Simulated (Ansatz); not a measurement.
# Polymorphs of In4P

Method: DFT PBE, scalar-relativistic, plane waves, PAW in Ansatz. Settings: cutoff 420 eV, Γ-centred meshes spaced at most about 0.3 Å⁻¹, and about 0.25 Å⁻¹ or finer for metals (2π included), Gaussian smearing. No spin polarisation.

The zero of energy is the elements' standard structures at the same level; no fitted shifts are applied. The references include black phosphorus.

All energies are static (0 K, no zero-point motion). Larger cells and other orderings weren't all tried, so the list isn't exhaustive. P stands nearly free of neighbours here, and without spin polarisation the energy of such atoms comes out too high. The reference form of P is held partly by dispersion forces, which this level lacks.

Invented guesses were relaxed alike, and ends that match in structure were merged. ΔE counts from the first row. Coordination counts In atoms around P (those within 1.25 times the shortest such distance or 1.15 times the sum of covalent radii, 1.27 where that leaves under three; a plus sign parts nearer from farther groups; the shortest distance is added where it exceeds 1.18 times the sum of covalent radii). The ends were matched against large subsets of the Crystallography Open Database and the Materials Project, so a missing match doesn't prove that a structure is unreported.

| # | reached from | type and space group | atoms | Å³/atom | coordination | ΔE (meV/atom) | gap on mesh (eV) | in databases |
| --- | --- | --- | --- | --- | --- | --- | --- | --- |
| 1 | Hg4Pt type (Im-3m) | Im-3m (No. 229) | 5 | 28.7 | P 8 | 0 | 0.00 | no match |
| 2 | Ni4N type (Pm-3m) | Pm-3m (No. 221) | 5 | 29.5 | P 6 | 43 | 0.00 | no match |
| 3 | random cell | Pm-3m (No. 221) | 5 | 33.9 | P 12+8 from 3.9 Å | 507 | 0.00 | no match |

The lowest: Space group Im-3m (No. 229), cubic, a = 6.598 Å. Around In lie 2 P at 2.86 Å and 6 In at 3.30 Å; P has 8 In at 2.86 Å. Its energy over the elements is +0.22 eV/atom. The separate elements lie lower, so it is unstable against them. An observed structure of this formula, if there is one, may be missing.

```cif
data_structure
_symmetry_space_group_name_H-M 'P 1'
_symmetry_Int_Tables_number 1
_cell_length_a 5.7140
_cell_length_b 5.7140
_cell_length_c 5.7140
_cell_angle_alpha 109.471
_cell_angle_beta 109.471
_cell_angle_gamma 109.471
_cell_volume 143.62
loop_
_atom_site_label
_atom_site_type_symbol
_atom_site_fract_x
_atom_site_fract_y
_atom_site_fract_z
_atom_site_occupancy
In1 In 0.00000 0.00000 0.50000 1
In2 In 0.50000 0.00000 0.00000 1
In3 In 0.00000 0.50000 0.00000 1
In4 In 0.50000 0.50000 0.50000 1
P1 P 0.00000 0.00000 0.00000 1
```

The second: Space group Pm-3m (No. 221), cubic, a = 5.282 Å. In on a site of symmetry m-3m is surrounded by 12 In at 3.74 Å; around In on a site of symmetry 4/mmm lie 2 P at 2.64 Å and 12 In at 3.74 Å; P is surrounded by 6 In at 2.64 Å. Counting In atoms around P, the first has P 8 and the second has P 6. Cells relaxed within their symmetry can be saddle points. Some candidate types were left out of the draw beforehand, so a known form may be missing.
